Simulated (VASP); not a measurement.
## Input and output of a VASP LDA single-point calculation on CaO (zincblende)

INCAR

```
PREC = Accurate
GGA = CA
LCHARG = .FALSE.
ENCUT = 520
SIGMA = 0.01
LASPH = .TRUE.
LREAL = .FALSE.
NSW = 0
EDIFF = 1E-7
IBRION = -1
ISIF = 2
ISMEAR = 0
LWAVE = .FALSE.
NELM = 120
NBANDS = 15
```

KPOINTS

```
KPOINTS created by Atomic Simulation Environment
0
Gamma
8 8 8
0 0 0
```

KPOINTS_OPT

```
special points
6
Reciprocal
0.0000000000 0.0000000000 0.0000000000 1
0.5000000000 0.0000000000 0.5000000000 1
0.5000000000 0.2500000000 0.7500000000 1
0.3750000000 0.3750000000 0.7500000000 1
0.5000000000 0.5000000000 0.5000000000 1
0.6250000000 0.2500000000 0.6250000000 1
```

POSCAR

```
Ca O
 1.0000000000000000
    -0.0000000000000000    2.6067317364962017    2.6067317364962017
     2.6067317364962017    0.0000000000000000    2.6067317364962017
     2.6067317364962017    2.6067317364962017    0.0000000000000000
 Ca  O
   1   1
Cartesian
  0.0000000000000000 -0.0000000000000000 -0.0000000000000000
  1.3033658682481006  1.3033658682481006  1.3033658682481006
```

VASP ran with the recommended LDA PAW datasets (16 valence electrons in the cell).

Command

```
mpirun -np 1 vasp_std
```

OSZICAR

```
N       E                     dE             d eps       ncg     rms          rms(c)
DAV:   1     0.126553749750E+03    0.12655E+03   -0.82433E+03   870   0.106E+03
DAV:   2    -0.103281546594E+02   -0.13688E+03   -0.12587E+03  1080   0.280E+02
DAV:   3    -0.160883731030E+02   -0.57602E+01   -0.57172E+01  1045   0.611E+01
DAV:   4    -0.162844307562E+02   -0.19606E+00   -0.19597E+00  1270   0.967E+00
DAV:   5    -0.162853435175E+02   -0.91276E-03   -0.91271E-03  1031   0.821E-01    0.954E+00
DAV:   6    -0.139033676340E+02    0.23820E+01   -0.82622E+00   926   0.248E+01    0.436E+00
DAV:   7    -0.137333431591E+02    0.17002E+00   -0.84648E-01   959   0.856E+00    0.198E+00
DAV:   8    -0.136716112731E+02    0.61732E-01   -0.14277E-01  1087   0.365E+00    0.400E-01
DAV:   9    -0.136704027670E+02    0.12085E-02   -0.60624E-03  1015   0.672E-01    0.150E-01
DAV:  10    -0.136707809639E+02   -0.37820E-03   -0.41605E-04   954   0.190E-01    0.370E-02
DAV:  11    -0.136707854041E+02   -0.44402E-05   -0.18101E-04  1024   0.101E-01    0.227E-02
DAV:  12    -0.136707776682E+02    0.77360E-05   -0.33960E-05  1122   0.668E-02    0.732E-03
DAV:  13    -0.136707765708E+02    0.10974E-05   -0.32498E-06   975   0.222E-02    0.124E-03
DAV:  14    -0.136707766063E+02   -0.35561E-07   -0.17725E-07   957   0.392E-03
   1 F= -.13670777E+02 E0= -.13670777E+02  d E =-.462236E-13
       N       E                     dE             ncg
DAV:   1     0.597746589445E+03   -0.34695E+04      180
DAV:   2    -0.163823333903E+03   -0.76157E+03      229
DAV:   3    -0.193260551635E+03   -0.29437E+02      194
DAV:   4    -0.194537333382E+03   -0.12768E+01      306
DAV:   5    -0.194543774323E+03   -0.64409E-02      187
DAV:   6    -0.194543872531E+03   -0.98207E-04      283
DAV:   7    -0.194543873312E+03   -0.78178E-06      202
DAV:   8    -0.194543873329E+03   -0.16891E-07      196
```

From OUTCAR

```
k-points           NKPTS =     29   k-points in BZ     NKDIM =     29   number of bands    NBANDS=     15

   NELECT =      16.0000    total number of electrons

   dimension x,y,z NGX =    28 NGY =   28 NGZ =   28
   dimension x,y,z NGXF=    56 NGYF=   56 NGZF=   56

  energy-cutoff  :      520.00
  volume of cell :       35.43
      direct lattice vectors                 reciprocal lattice vectors
     0.000000000  2.606731736  2.606731736    -0.191811069  0.191811069  0.191811069
     2.606731736  0.000000000  2.606731736     0.191811069 -0.191811069  0.191811069
     2.606731736  2.606731736  0.000000000     0.191811069  0.191811069 -0.191811069

 k-points in reciprocal lattice and weights: KPOINTS created by Atomic Simulation Env
   0.00000000  0.00000000  0.00000000       0.002
   0.12500000  0.00000000  0.00000000       0.016
   0.25000000  0.00000000  0.00000000       0.016
   0.37500000  0.00000000  0.00000000       0.016
   0.50000000  0.00000000  0.00000000       0.008
   0.12500000  0.12500000  0.00000000       0.012
   0.25000000  0.12500000  0.00000000       0.047
   0.37500000  0.12500000  0.00000000       0.047
   ...

 E-fermi :   0.1658

 k-point     1 :       0.0000    0.0000    0.0000
  band No.  band energies     occupation
      1     -36.4639      2.00000
      2     -17.6942      2.00000
      3     -17.6942      2.00000
      4     -17.6942      2.00000
      5     -14.3380      2.00000
      6      -0.5267      2.00000
      7      -0.5267      2.00000
      8      -0.5267      2.00000
      9       3.2571      0.00000
     10       8.0200      0.00000
     11       8.0200      0.00000
     12       9.6741      0.00000
     13       9.6741      0.00000
     14       9.6741      0.00000
     15      16.4310      0.00000

 k-point     2 :       0.1250    0.0000    0.0000
  band No.  band energies     occupation
      1     -36.4567      2.00000
      2     -17.8202      2.00000
      3     -17.7025      2.00000
      4     -17.7025      2.00000
      5     -14.2138      2.00000
      6      -0.7107      2.00000
      7      -0.4818      2.00000
      8      -0.4818      2.00000
      9       3.8130      0.00000
     10       7.8390      0.00000
     11       7.8390      0.00000
     12       9.4412      0.00000
     13       9.8346      0.00000
     14       9.8346      0.00000
     15      14.7988      0.00000

 k-point     3 :       0.2500    0.0000    0.0000
  band No.  band energies     occupation
      1     -36.4394      2.00000
      2     -18.0907      2.00000
      3     -17.7227      2.00000
      4     -17.7227      2.00000
      5     -13.9552      2.00000
      6      -0.9328      2.00000
      7      -0.3812      2.00000
      8      -0.3812      2.00000
      9       4.9438      0.00000
     10       7.6569      0.00000
     11       7.6569      0.00000
     12       8.9696      0.00000
     13       9.9252      0.00000
     14       9.9252      0.00000
     15      12.8453      0.00000

 k-point     4 :       0.3750    0.0000    0.0000
  band No.  band energies     occupation
      1     -36.4220      2.00000
      2     -18.3268      2.00000
      3     -17.7426      2.00000
      4     -17.7426      2.00000
      5     -13.7405      2.00000
      6      -0.9533      2.00000
      7      -0.2928      2.00000
      8      -0.2928      2.00000
      9       5.8202      0.00000
     10       7.7507      0.00000
     11       7.7507      0.00000
     12       8.4755      0.00000
     13       9.6890      0.00000
     14       9.6890      0.00000
     15      11.9297      0.00000

 k-point     5 :       0.5000    0.0000    0.0000
  band No.  band energies     occupation
      1     -36.4147      2.00000
      2     -18.4171      2.00000
      3     -17.7508      2.00000
      4     -17.7508      2.00000
      5     -13.6623      2.00000
      6      -0.9139      2.00000
      7      -0.2601      2.00000
      8      -0.2601      2.00000
      9       6.0987      0.00000
     10       7.8995      0.00000
     11       7.8995      0.00000
     12       8.1772      0.00000
     13       9.4683      0.00000
     14       9.4683      0.00000
     15      11.9320      0.00000

 k-point     6 :       0.1250    0.1250    0.0000
  band No.  band energies     occupation
      1     -36.4544      2.00000
      2     -17.8400      2.00000
      3     -17.7159      2.00000
      4     -17.7159      2.00000
      5     -14.1735      2.00000
      6      -0.8030      2.00000
      7      -0.4447      2.00000
      8      -0.4447      2.00000
      9       3.9924      0.00000
     10       7.3637      0.00000
     11       8.1587      0.00000
     12       9.7067      0.00000
     13       9.7300      0.00000
     14       9.7300      0.00000
     15      15.4813      0.00000

 k-point     7 :       0.2500    0.1250    0.0000
  band No.  band energies     occupation
      1     -36.4404      2.00000
      2     -18.0451      2.00000
      3     -17.7394      2.00000
      4     -17.7379      2.00000
      5     -13.9635      2.00000
      6      -0.9911      2.00000
      7      -0.3686      2.00000
      8      -0.3424      2.00000
      9       4.9006      0.00000
     10       6.9301      0.00000
     11       8.1686      0.00000
     12       9.2964      0.00000
     13       9.7909      0.00000
     14       9.9865      0.00000
     15      13.7716      0.00000

 k-point     8 :       0.3750    0.1250    0.0000
  band No.  band energies     occupation
      1     -36.4230      2.00000
      2     -18.2735      2.00000
      3     -17.7713      2.00000
      4     -17.7594      2.00000
      5     -13.7410      2.00000
      6      -0.9910      2.00000
      7      -0.3232      2.00000
      8      -0.2447      2.00000
      9       5.6842      0.00000
     10       6.9048      0.00000
     11       8.1572      0.00000
     12       8.9804      0.00000
     13       9.6348      0.00000
     14      10.0304      0.00000
     15      12.3883      0.00000

 k-point     9 :       0.5000    0.1250    0.0000
  band No.  band energies     occupation
      1     -36.4124      2.00000
      2     -18.3989      2.00000
      3     -17.8010      2.00000
      4     -17.7641      2.00000
      5     -13.6222      2.00000
      6      -0.8669      2.00000
      7      -0.3307      2.00000
      8      -0.2055      2.00000
      9       5.8492      0.00000
     10       7.2104      0.00000
     11       8.0111      0.00000
     12       8.9030      0.00000
     13       9.5270      0.00000
     14       9.9147      0.00000
     15      12.0262      0.00000

 k-point    10 :      -0.3750    0.1250    0.0000
  band No.  band energies     occupation
      1     -36.4148      2.00000
      2     -18.3695      2.00000
      3     -17.8083      2.00000
      4     -17.7510      2.00000
      5     -13.6479      2.00000
      6      -0.8614      2.00000
      7      -0.3459      2.00000
      8      -0.2368      2.00000
      9       5.8253      0.00000
     10       7.5324      0.00000
     11       7.5825      0.00000
     12       8.8632      0.00000
     13       9.7974      0.00000
     14       9.8231      0.00000
     15      12.0678      0.00000

 k-point    11 :      -0.2500    0.1250    0.0000
  band No.  band energies     occupation
      1     -36.4288      2.00000
      2     -18.1999      2.00000
      3     -17.7861      2.00000
      4     -17.7276      2.00000
      5     -13.8115      2.00000
      6      -0.9456      2.00000
      7      -0.3553      2.00000
      8      -0.3248      2.00000
      9       5.4645      0.00000
     10       7.3084      0.00000
     11       7.6791      0.00000
     12       8.9581      0.00000
     13       9.8407      0.00000
     14      10.0557      0.00000
     15      12.7045      0.00000

 k-point    12 :      -0.1250    0.1250    0.0000
  band No.  band energies     occupation
      1     -36.4462      2.00000
      2     -17.9716      2.00000
      3     -17.7421      2.00000
      4     -17.7074      2.00000
      5     -14.0479      2.00000
      6      -0.8797      2.00000
      7      -0.4284      2.00000
      8      -0.4077      2.00000
      9       4.5366      0.00000
     10       7.4256      0.00000
     11       7.8380      0.00000
     12       9.2971      0.00000
     13       9.7848      0.00000
     14      10.0472      0.00000
     15      14.0052      0.00000

 k-point    13 :       0.2500    0.2500    0.0000
  band No.  band energies     occupation
      1     -36.4313      2.00000
      2     -18.1412      2.00000
      3     -17.7679      2.00000
      4     -17.7679      2.00000
      5     -13.8352      2.00000
      6      -1.1776      2.00000
      7      -0.2311      2.00000
      8      -0.2311      2.00000
      9       5.3641      0.00000
     10       6.3370      0.00000
     11       8.5168      0.00000
     12       9.5682      0.00000
     13       9.7420      0.00000
     14       9.7420      0.00000
     15      15.2011      0.00000

 ...

  Total       -0.8694586     -0.8694586     -0.8694586      0.0000000     -0.0000000     -0.0000000
  in kB      -39.3224420    -39.3224420    -39.3224420      0.0000000     -0.0000000     -0.0000000
  external PRESSURE =     -39.3224420 kB  Pullay stress =       0.0000000 kB

 POSITION                                       TOTAL-FORCE (eV/Angst)
 -----------------------------------------------------------------------------------
      0.00000      0.00000      0.00000         0.000000      0.000000      0.000000
      1.30337      1.30337      1.30337        -0.000000     -0.000000     -0.000000
 -----------------------------------------------------------------------------------
    total drift:                               -0.000000     -0.000000     -0.000000

  FREE ENERGIE OF THE ION-ELECTRON SYSTEM (eV)
  ---------------------------------------------------
  free  energy   TOTEN  =       -13.6707766063 eV

  energy  without entropy=      -13.6707766063  energy(sigma->0) =      -13.67077661
```

```yaml
gap_between_bands_v_and_c: 3.14 eV
least_direct_gap: 3.78 eV
pressure: -3.9 GPa
```

Band v is the last that the valence electrons fill when counted band by band, and c is the next.

The run took about 7.2 s on one core of a shared host (Intel Xeon 6975P-C) and held 0.14 GiB at most.
